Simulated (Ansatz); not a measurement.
Wanted: the native input for an Ansatz 0.2.0 run.

```
Task                : single point
Functional          : PBEsol
Potentials or basis : Ansatz PAW
Cutoff              : 420 eV (not typed: the program's choice for these potentials)
k mesh              : 7 × 7 × 7
Occupations         : fermi-dirac, width 0.05 eV
Spin                : no spin polarisation
```

Ge:

```
Ge
1.0
     0.00000    2.88574    5.11566
     2.63050    0.00000    5.11566
     2.63050    2.88574    0.00000
Ge
4
Cartesian
  2.6159 4.2021 5.1348
  2.5811 1.6049 5.1540
  2.6116 2.9070 2.2054
  2.5946 2.8908 8.0025
```

This isn't the form of Ge at room conditions, which is diamond.

The cell isn't the ideal one: atoms moved at random, drawn with an rms of 0.05 Å.

One way to write it, as run:

input.yaml

```yaml
crystal:
  lattice:
    - [0.0, 2.88574, 5.115665]
    - [2.630497, 0.0, 5.115665]
    - [2.630497, 2.88574, 0.0]
  atoms:
    - { symbol: Ge, position: [0.73273, 0.271004, 0.723445] }
    - { symbol: Ge, position: [0.291211, 0.716285, 0.264933] }
    - { symbol: Ge, position: [0.222824, 0.208277, 0.784533] }
    - { symbol: Ge, position: [0.78985, 0.774456, 0.211907] }
hamiltonian:
  xc: pbesol
  pseudopotentials: { kind: paw }
kpoints:
  mp_grid: { grid: [7, 7, 7] }
scf:
  occupations: { method: fermi_dirac, width: 0.05 }
output:
  forces: true
  stress: true
  eigenvalues: true
```

Potentials or basis: Ansatz PAW.

The run is started by

```sh
$ ansatz run input.yaml --threads 2 --pin off --max-ram 5632MiB --backend cpu --events-out ev --progress --plain --runs-dir out
```

It gave:

```
Pressure               : -3.4 GPa
Largest force          : 0.182 eV/Å
Band gap on the k mesh : none (metal or under the smearing width)
```

Caveat: the PAW data sets come from PBE, with cores solved anew for the run's functional, which leaves a small shift of forces and pressure.

Wall time 18 s on 2 threads of Arm Neoverse V2 (shared host), peak memory 0.56 GiB.
